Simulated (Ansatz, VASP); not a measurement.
# InGaAs2: VASP beside Ansatz

```
CELL_PARAMETERS angstrom
4.13875 0.00000 0.00000
0.00000 4.13875 0.00000
0.00000 0.00000 5.84044
ATOMIC_POSITIONS crystal
In 0.00000 0.00000 0.50000
As 0.00000 0.50000 0.23153
As 0.50000 0.00000 0.76848
Ga 0.50000 0.50000 0.00000
```

Change from the starting cell: volume scaled by 0.94.

Alike in both runs: task single point; functional PBEsol; k mesh 6 × 6 × 5; occupations fermi-dirac, width 0.05 eV; no spin polarisation.

|  | VASP | Ansatz |
| --- | --- | --- |
| version | VASP 6.6.1 | Ansatz 0.2.0 |
| potentials or method | VASP PAW PBE potentials, release 64 (In_d, As, Ga_d) | Ansatz PAW |
| plane-wave cutoff (eV) | 520 | 420 |
| valence electrons in the cell | 36 | 56 |

Ansatz gave:

```
gap on the k mesh at the Fermi level (eV)       : none
pressure (GPa)                                  : 0.9
largest component of the traceless stress (GPa) : 0.21
rms of the force components (eV/Å)              : 0.044
```

Task: Which values does VASP return?

Result: gap on the k mesh at the Fermi level (eV): none; pressure (GPa): 1.0; largest component of the traceless stress (GPa): 0.21; rms of the force components (eV/Å): 0.044.

Atom by atom the forces differ by 0.000 eV/Å (rms over components). A gap of «none» marks a metal or a gap that the smearing closes. The functional is the same, so the differences come from potentials, cutoffs and numerics. The two sets of potentials don't hold the same shells in valence.

Caveats: the PAW data sets were made with another functional, which shifts forces and pressure a little (VASP); the PAW data sets come from PBE, with cores solved anew for the run's functional, which leaves a small shift of forces and pressure (Ansatz).
